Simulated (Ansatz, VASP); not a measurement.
**MoS2: VASP beside Ansatz**

File INCAR:

```
PREC = Accurate ; ENCUT = 520
EDIFF = 1E-6 ; ISMEAR = -1
SIGMA = 0.05 ; LREAL = F
LASPH = T ; NELM = 150
ALGO = Normal ; ISIF = 2
LWAVE = F ; LCHARG = F
LMAXMIX = 4 ; LDAU = T
LDAUTYPE = 2 ; LDAUL = 2 -1
LDAUU = 3 0 ; LDAUJ = 0 0
LDAUPRINT = 1 ; GGA = PS
NBANDS = 20
```

Contents of KPOINTS:

```
regular mesh
0
Gamma
  9 9 4
```

File POSCAR:

```
MoS2
1.0
    3.2274645616      0.0000000000      0.0000000000
   -1.6137322808      2.7950663001      0.0000000000
    0.0000000000      0.0000000000      6.3124734200
Mo S
1 2
Direct
    0.0000000000      0.0000000000      0.5000000000
    0.6666666667      0.3333333333      0.7446806800
    0.3333333333      0.6666666667      0.2553193200
```

The input input.yaml:

```yaml
crystal:
  lattice:
    - [3.2274645616, 0.0, 0.0]
    - [-1.6137322808, 2.7950663001, 0.0]
    - [0.0, 0.0, 6.31247342]
  atoms:
    - { symbol: Mo, position: [0.0, 0.0, 0.5] }
    - { symbol: S, position: [0.6666666667, 0.3333333333, 0.74468068] }
    - { symbol: S, position: [0.3333333333, 0.6666666667, 0.25531932] }
hamiltonian:
  xc: pbesol
  pseudopotentials: { kind: paw }
  hubbard: { sites: [{ species: Mo, l: d, u_eff: 3.0 }] }
kpoints:
  mp_grid: { grid: [9, 9, 4] }
  band_path:
    path:
      - [[0.0, 0.0, 0.0], [0.5, 0.0, 0.0], [0.3333333333, 0.3333333333, 0.0], [0.0, 0.0, 0.0], [0.0, 0.0, 0.5], [0.5, 0.0, 0.5], [0.3333333333, 0.3333333333, 0.5], [0.0, 0.0, 0.5]]
      - [[0.5, 0.0, 0.5], [0.5, 0.0, 0.0]]
      - [[0.3333333333, 0.3333333333, 0.0], [0.3333333333, 0.3333333333, 0.5]]
    npoints: 14
scf:
  occupations: { method: fermi_dirac, width: 0.05 }
  n_extra_bands: 7
output:
  forces: true
  stress: true
  eigenvalues: true
  fatbands: false
```

Measurements of this composition are mostly on another form, of space group No. 194.

Alike in both runs: functional PBEsol; k mesh 9 × 9 × 4; occupations fermi-dirac, width 0.05 eV; no spin polarisation; Hubbard terms Mo d U = 3.0 eV.

|  | VASP | Ansatz |
| --- | --- | --- |
| version | VASP 6.6.1 | Ansatz 0.2.0 |
| potentials or method | VASP PAW PBE potentials, release 64 (Mo_sv, S) | Ansatz PAW |
| plane-wave cutoff (eV) | 520 | 420 |
| valence electrons in the cell | 26 | 26 |
| task | single point | band structure |

```tsv
	VASP	Ansatz	Ansatz less VASP
gap on the k mesh at the Fermi level (eV)	none	none	-
pressure (GPa)	-1.8	-3.5	-1.72
largest component of the traceless stress (GPa)	2.15	2.35	+0.201
rms of the force components (eV/Å)	0.077	0.003	-0.0735
```

The programs project onto different local orbitals, so the same U acts differently. Atom by atom the forces differ by 0.080 eV/Å (rms over components). A gap of «none» marks a metal or a gap that the smearing closes.

Caveats: this functional lacks dispersion, which binds the layers, so the pressure and a relaxed spacing across them are unreliable; U without spin polarisation on a metal has little footing; the PAW data sets were made with another functional, which shifts forces and pressure a little (VASP); the PAW data sets come from PBE, with cores solved anew for the run's functional, which leaves a small shift of forces and pressure (Ansatz).
